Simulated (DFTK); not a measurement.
# HfC (Fm-3m) in DFTK: equation of state

Aim: energy against volume of HfC in PBEsol, for its equilibrium volume and stiffness.

Program: DFTK 0.8.2. These are calculated values, not measurements. Logs are shortened: lines on timing, memory, paths and dates and some standing lists are left out, and cuts for length are marked.

### Step 1. The crystal as given

It takes space group Fm-3m (No. 225, cubic). The conventional cell has a = 4.650 Å, b = 4.650 Å, c = 4.650 Å, α = 90.00°, β = 90.00°, γ = 90.00°. Around Hf (site symmetry m-3m) lie 6 C at 2.33 Å. C (site symmetry m-3m) has 6 Hf at 2.33 Å as nearest neighbours.

### Step 2. Equation of state, PBEsol

run.jl reads:

```julia
using DFTK
using PseudoPotentialData
using Unitful, UnitfulAtomic
using LinearAlgebra, Printf
include("save.jl")
disable_threading()

# lattice vectors are the columns
lattice = austrip(1u"Å") * [           0.0          2.325          2.325;
                    2.325            0.0          2.325;
                    2.325          2.325            0.0]
symbols   = [:Hf, :C]
positions = [[0.5, 0.5, 0.5],
             [0.0, 0.0, 0.0]]
pseudopotentials = PseudoFamily("dojo.nc.sr.pbesol.v0_4_1.standard.upf")
elements = Dict(s => ElementPsp(s, pseudopotentials) for s in unique(symbols))
atoms    = [elements[s] for s in symbols]

build_model(lattice, positions; symmetries=true) =
    model_DFT(lattice, atoms, positions;
              functionals=PBEsol(),
              temperature=austrip(0.05u"eV"),
              smearing=Smearing.FermiDirac(),
              symmetries)
Ecut  = 41.0  # hartree
kgrid = [10, 10, 10]
tol   = 1e-6
to_GPa = ustrip(uconvert(u"GPa", 1u"hartree/bohr^3"))

results["points"] = []
for scale in [0.94, 0.96, 0.98, 1.0, 1.02, 1.04, 1.06]
    println("\n=== scale = ", scale)
    model = build_model(cbrt(scale) * lattice, positions)
    basis = PlaneWaveBasis(model; Ecut, kgrid)
    t0 = time()
    scfres = self_consistent_field(basis;
                                   tol,
                                   nbandsalg=AdaptiveBands(model; n_bands_converge=13))
    seconds = time() - t0
    @printf "SCF: %d iterations, %.1f s\n" scfres.n_iter seconds
    forces = compute_forces_cart(scfres)
    stress = compute_stresses_cart(scfres)
    @printf "V = %.5f Å^3  F = %.8f Ha  max force = %.5f eV/Å  p = %.4f GPa\n" ustrip(auconvert(u"Å^3", model.unit_cell_volume)) scfres.energies.total ustrip(auconvert(u"eV/Å", maximum(norm, forces))) (-tr(stress) / 3 * to_GPa)
    push!(results["points"], save_scf!(scfres; forces, stress, d=Dict{String,Any}("seconds" => seconds, "n_matvec" => get(scfres, :n_matvec, 0))))
end

# third-order Birch-Murnaghan fit in x = V^(-2/3)
V = [0.94, 0.96, 0.98, 1.0, 1.02, 1.04, 1.06] * abs(det(lattice))
E = [p["total"] for p in results["points"]]
x = V .^ (-2 / 3)
c = [x .^ 0 x x .^ 2 x .^ 3] \ E
Δ = c[3]^2 - 3c[2] * c[4]
if Δ > 0
    x0 = (-c[3] + sqrt(Δ)) / 3c[4]
    B0 = 4 / 9 * x0^(7 / 2) * (2c[3] + 6c[4] * x0)
    @printf "V0 = %.4f Å^3  B0 = %.2f GPa\n" ustrip(auconvert(u"Å^3", x0^(-3 / 2))) B0 * to_GPa
end
```

Potentials or basis: dojo.nc.sr.pbesol.v0_4_1.standard.upf (PBEsol).

Command:

```sh
$ julia --threads=1 run.jl  # save.jl only writes the numbers to a file and isn't shown; printed stress counts tension as positive; times include loading and compiling
```

Log:

```text
=== scale = 0.94
n     Energy            log10(ΔE)   log10(Δρ)   Diag   Δtime
---   ---------------   ---------   ---------   ----   ------
  1   -62.30848815164                   -0.56    5.1    5.13s
  2   -62.45835108814       -0.82       -1.57    2.6    3.25s
  3   -62.45981932283       -2.83       -2.25    2.7    3.15s
  4   -62.45983306467       -4.86       -3.10    2.5    3.02s
  5   -62.45983400068       -6.03       -3.55    3.1    2.75s
  6   -62.45983402507       -7.61       -4.29    1.6    2.50s
  7   -62.45983402652       -8.84       -4.76    2.8    3.09s
  8   -62.45983402659      -10.15       -5.49    1.9    2.74s
  9   -62.45983402660      -10.74       -6.25    2.6    3.10s
SCF: 9 iterations, 29.1 s
V = 23.62799 Å^3  F = -62.45983403 Ha  max force = 0.00000 eV/Å  p = 9.6703 GPa

=== scale = 0.96
n     Energy            log10(ΔE)   log10(Δρ)   Diag   Δtime
---   ---------------   ---------   ---------   ----   ------
  1   -62.30712502210                   -0.56    5.2    4.94s
[... 43 further cycles ...]
  9   -62.45791563824      -10.94       -6.17    3.1    3.41s
SCF: 9 iterations, 29.3 s
V = 26.14160 Å^3  F = -62.45791564 Ha  max force = 0.00000 eV/Å  p = -14.3965 GPa

=== scale = 1.06
n     Energy            log10(ΔE)   log10(Δρ)   Diag   Δtime
---   ---------------   ---------   ---------   ----   ------
  1   -62.28946330552                   -0.57    5.3    5.05s
  2   -62.45522030661       -0.78       -1.67    2.7    3.09s
  3   -62.45604384486       -3.08       -2.16    2.7    3.15s
  4   -62.45605551685       -4.93       -2.99    2.2    2.27s
  5   -62.45605688404       -5.86       -3.30    3.1    3.37s
  6   -62.45605695787       -7.13       -3.84    1.3    2.48s
  7   -62.45605696108       -8.49       -4.71    2.2    2.87s
  8   -62.45605696143       -9.47       -5.60    3.1    3.43s
  9   -62.45605696144      -10.94       -6.19    2.9    3.41s
SCF: 9 iterations, 29.5 s
V = 26.64433 Å^3  F = -62.45605696 Ha  max force = 0.00000 eV/Å  p = -17.8962 GPa
V0 = 24.4954 Å^3  B0 = 251.18 GPa
```

Wall time 8.8 min (1 thread of Intel Xeon 6975P-C (Granite Rapids), shared host); peak memory 1.8 GiB.

Results:

```yaml
Equilibrium_volume: 12.25 Å³/atom
Bulk_modulus: 251 GPa
Pressure_derivative_of_the_bulk_modulus: 4.0
```

Energy against volume, from the lowest point:
```csv
volume (Å³/atom),energy (meV/atom)
11.814,12.48
12.065,1.88
12.317,0.00
12.568,5.99
12.819,19.08
13.071,38.59
13.322,63.87
```

### Step 3. Single point, PBEsol, 11.81 Å³/atom (volume scaled by 0.94)

run.jl is that of step 2.

Potentials or basis: dojo.nc.sr.pbesol.v0_4_1.standard.upf (PBEsol).

Command:

```sh
$ julia --threads=1 run.jl  # one pass of the loop, scale = 0.94; save.jl only writes the numbers to a file and isn't shown; printed stress counts tension as positive; times include loading and compiling
```

Log:

```text
=== scale = 0.94
n     Energy            log10(ΔE)   log10(Δρ)   Diag   Δtime
---   ---------------   ---------   ---------   ----   ------
  1   -62.30848815164                   -0.56    5.1    5.13s
  2   -62.45835108814       -0.82       -1.57    2.6    3.25s
  3   -62.45981932283       -2.83       -2.25    2.7    3.15s
  4   -62.45983306467       -4.86       -3.10    2.5    3.02s
  5   -62.45983400068       -6.03       -3.55    3.1    2.75s
  6   -62.45983402507       -7.61       -4.29    1.6    2.50s
  7   -62.45983402652       -8.84       -4.76    2.8    3.09s
  8   -62.45983402659      -10.15       -5.49    1.9    2.74s
  9   -62.45983402660      -10.74       -6.25    2.6    3.10s
SCF: 9 iterations, 29.1 s
V = 23.62799 Å^3  F = -62.45983403 Ha  max force = 0.00000 eV/Å  p = 9.6703 GPa
```

Run time: 29 s. Hardware: 1 thread of Intel Xeon 6975P-C (Granite Rapids), shared host.

What came out:

```
Free energy            : -1699.6187 eV
Pressure               : 9.7 GPa
Band gap on the k mesh : none (metal or under the smearing width)
```

### Step 4. Single point, PBEsol, 12.07 Å³/atom (volume scaled by 0.96)

run.jl is that of step 3.

Command:

```sh
$ julia --threads=1 run.jl  # one pass of the loop, scale = 0.96; save.jl only writes the numbers to a file and isn't shown; printed stress counts tension as positive; times include loading and compiling
```

Run time: 29 s. Hardware: 1 thread of Intel Xeon 6975P-C (Granite Rapids), shared host.

It converged, with:

```yaml
Free_energy: -1699.6399 eV
Pressure: 3.8 GPa
Band_gap_on_the_k_mesh: none (metal or under the smearing width)
```

### Step 5. Single point, PBEsol, 12.32 Å³/atom (volume scaled by 0.98)

run.jl is that of step 4.

Command:

```sh
$ julia --threads=1 run.jl  # one pass of the loop, scale = 0.98; save.jl only writes the numbers to a file and isn't shown; printed stress counts tension as positive; times include loading and compiling
```

It took 29 s on 1 thread of Intel Xeon 6975P-C (Granite Rapids), shared host.

The run converged. Its results:

* Free energy: -1699.6436 eV
* Pressure: -1.5 GPa
* Band gap on the k mesh: none (metal or under the smearing width)

### Step 6. Single point, PBEsol, 12.57 Å³/atom

run.jl is that of step 5.

Potentials or basis: dojo.nc.sr.pbesol.v0_4_1.standard.upf (PBEsol).

Command:

```sh
$ julia --threads=1 run.jl  # one pass of the loop, scale = 1.0; save.jl only writes the numbers to a file and isn't shown; printed stress counts tension as positive; times include loading and compiling
```

Run time: 29 s. Hardware: 1 thread of Intel Xeon 6975P-C (Granite Rapids), shared host.

Results (log left out):

```yaml
Free_energy: -1699.6317 eV
Pressure: -6.2 GPa
Band_gap_on_the_k_mesh: none (metal or under the smearing width)
```

### Step 7. Single point, PBEsol, 12.82 Å³/atom (volume scaled by 1.02)

run.jl is that of step 6.

Command:

```sh
$ julia --threads=1 run.jl  # one pass of the loop, scale = 1.02; save.jl only writes the numbers to a file and isn't shown; printed stress counts tension as positive; times include loading and compiling
```

Wall time 29 s (1 thread of Intel Xeon 6975P-C (Granite Rapids), shared host).

It converged, with:

- Free energy: -1699.6055 eV
- Pressure: -10.5 GPa
- Band gap on the k mesh: none (metal or under the smearing width)

### Step 8. Single point, PBEsol, 13.07 Å³/atom (volume scaled by 1.04)

run.jl is that of step 7.

Command:

```sh
$ julia --threads=1 run.jl  # one pass of the loop, scale = 1.04; save.jl only writes the numbers to a file and isn't shown; printed stress counts tension as positive; times include loading and compiling
```

It took 29 s on 1 thread of Intel Xeon 6975P-C (Granite Rapids), shared host.

Results (log left out):

| Property | Result |
| --- | --- |
| Free energy | -1699.5665 eV |
| Pressure | -14.4 GPa |
| Band gap on the k mesh | none (metal or under the smearing width) |

### Step 9. Single point, PBEsol, 13.32 Å³/atom (volume scaled by 1.06)

run.jl is that of step 8.

Potentials or basis: dojo.nc.sr.pbesol.v0_4_1.standard.upf (PBEsol).

Command:

```sh
$ julia --threads=1 run.jl  # one pass of the loop, scale = 1.06; save.jl only writes the numbers to a file and isn't shown; printed stress counts tension as positive; times include loading and compiling
```

Wall time 30 s (1 thread of Intel Xeon 6975P-C (Granite Rapids), shared host).

The run converged. Its results:

- Free energy: -1699.5159 eV
- Pressure: -17.9 GPa
- Band gap on the k mesh: none (metal or under the smearing width)
